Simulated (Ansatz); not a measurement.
Crystal: Si2Mo.

```
Mo Si
1.0
     4.58547    0.00000    0.00000
    -2.29274    3.97113    0.00000
     0.00000    0.00000    6.57976
Mo Si
3 6
Direct
  0.50000 0.50000 0.83333
  0.00000 0.50000 0.16667
  0.50000 0.00000 0.50000
  0.16387 0.32775 0.50000
  0.67225 0.83613 0.16667
  0.83613 0.16387 0.83333
  0.83613 0.67225 0.50000
  0.32775 0.16387 0.16667
  0.16387 0.83613 0.83333
```

Measurements of this composition are mostly on another form, of space group No. 139.

* Program: Ansatz 0.2.0
* Task: relaxation of cell and atoms
* Functional: revPBE
* Potentials or basis: Ansatz PAW
* Cutoff: 420 eV (not typed: the program's choice for these potentials)
* k mesh: 5 × 5 × 3
* Occupations: fermi-dirac, width 0.05 eV
* Spin: no spin polarisation

At the start: volume 13.31 Å³/atom.

Q: How do energy, volume and symmetry change on relaxing?

A: It ends after 5 steps and the volume is 13.66 Å³/atom (+2.6 %); space group P6_222 (No. 180, to 0.05 Å).

The path:
| step | energy change (eV) | largest force (eV/Å) | volume (Å³) |
| --- | --- | --- | --- |
| 1 | 0.0000 | 0.0102 | 119.81 |
| 2 | -0.0480 | 0.0453 | 123.70 |
| 3 | -0.0515 | 0.0094 | 122.97 |
| 4 | -0.0516 | 0.0015 | 122.93 |
| 5 | -0.0524 | 0.0015 | 122.93 |

Final structure:
```
CELL_PARAMETERS angstrom
4.62858 0.00000 0.00000
-2.31429 4.00847 0.00000
0.00000 0.00000 6.62590
ATOMIC_POSITIONS crystal
Mo 0.50000 0.50000 0.83333
Mo 0.00000 0.50000 0.16667
Mo 0.50000 0.00000 0.50000
Si 0.16399 0.32798 0.50000
Si 0.67202 0.83601 0.16667
Si 0.83601 0.16399 0.83333
Si 0.83601 0.67202 0.50000
Si 0.32798 0.16399 0.16667
Si 0.16399 0.83601 0.83333
```

Caveat: the plane-wave basis is chosen anew once the cell has moved, so the energies of steps on either side of that aren't comparable; the PAW data sets come from PBE, with cores solved anew for the run's functional, which leaves a small shift of forces and pressure.
